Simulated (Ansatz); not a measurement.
WS2 in Ansatz: the effect of Hubbard term

The system is WS2.

```
W S
1.0
     1.57900    0.91164    6.16333
    -1.57900    0.91164    6.16333
     0.00000   -1.82327    6.16333
W S
1 2
Direct
  0.00000 0.00000 0.00000
  0.58100 0.58100 0.58100
  0.75030 0.75030 0.75030
```

Measurements of this composition are mostly on another form, of space group No. 194.

Alike in all runs:

```yaml
Program: Ansatz 0.2.0
Task: density of states
Functional: PBEsol
Potentials_or_basis: all-electron LAPW, scalar-relativistic
Cutoff: 265 eV (chosen from the basis error)
Basis_error_allowed: 0.002 eV/atom
k_mesh: 10 × 10 × 10
Occupations: fermi-dirac, width 0.05 eV
Spin: no spin polarisation
```

```csv
Hubbard term,gap on the mesh (eV),pressure (GPa),largest force (eV/Å)
none,1.02,-0.6,0.60
W d U = 2 eV,1.06,-0.5,0.60
W d U = 4 eV,1.12,-0.3,0.60
W d U = 6 eV,1.23,0.0,0.61
W d U = 8 eV,?,?,?
```

Problem. What does the run with Hubbard term W d U = 8 eV give?

Solution. gap on the mesh 1.13 eV; pressure 0.9 GPa; largest force 0.62 eV/Å.

Worked out: A parabola through the other rows of the gap on the mesh, of slope 0.0782 eV per eV there, extrapolates to 1.37 eV, against the run's 1.13. The fit is too stiff a form for this range. A straight line through the other rows of the pressure, of slope 0.1 GPa per eV, extrapolates to 0.2 GPa, against the run's 0.9. The fit is too stiff a form for this range. A straight line through the other rows of the largest force, of slope 0.0015 eV/Å per eV, extrapolates to 0.61 eV/Å, against the run's 0.62.

Caveats: spin-orbit coupling is left out, which moves the levels of the heavy elements; the density of states is complete only up to the lowest level of the last band computed; U is the effective U less J, on atomic orbitals that reach past the spheres (some runs).

A k mesh can miss the band edges.
